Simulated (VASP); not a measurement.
Runs of VASP 6.6.1 on KF (Carobbiite). Symmetry: Fm-3m, No. 225, cubic system. Conventional cell: a = 5.344 Å, b = 5.344 Å, c = 5.344 Å, α = 90.00°, β = 90.00°, γ = 90.00°. K (site symmetry m-3m) has 6 F at 2.67 Å as nearest neighbours. F (site symmetry m-3m) is surrounded by 6 K at 2.67 Å. 

```csv
level,potentials or basis,k mesh,grid for exact exchange (PRECFOCK),exchange at q = 0,screening parameter,gap on the mesh (eV),pressure (GPa)
LDA,"VASP PAW LDA potentials, release 64 (K_sv, F)",10 × 10 × 10,-,-,-,5.79,-
PBEsol,"VASP PAW PBE potentials, release 64 (K_sv, F)",10 × 10 × 10,-,-,-,(a),-
HSE03,"VASP PAW PBE potentials, release 64 (K_sv, F)",6 × 6 × 6,Fast,-,-,7.89,0.6
PBE0,"VASP PAW PBE potentials, release 64 (K_sv, F)",6 × 6 × 6,Fast,truncated,-,8.94,0.5
r2SCAN,"VASP PAW PBE potentials, release 64 (K_sv, F)",10 × 10 × 10,-,-,-,(b),-0.5
HSE06,"VASP PAW PBE potentials, release 64 (K_sv, F)",6 × 6 × 6,Fast,-,0.2 1/A,8.19,0.6
```

Alike in all rows: task band structure; no spin polarisation; cell as given; cutoff (eV) 520; smearing gaussian 0.02 eV.

Problem. Fill in the values left out.

Solution. (a) 6.03; (b) 6.83.

Caveats: the PAW data sets were made with another functional, which shifts forces and pressure a little (some runs).

Runs at the PBE level aren't shown here.
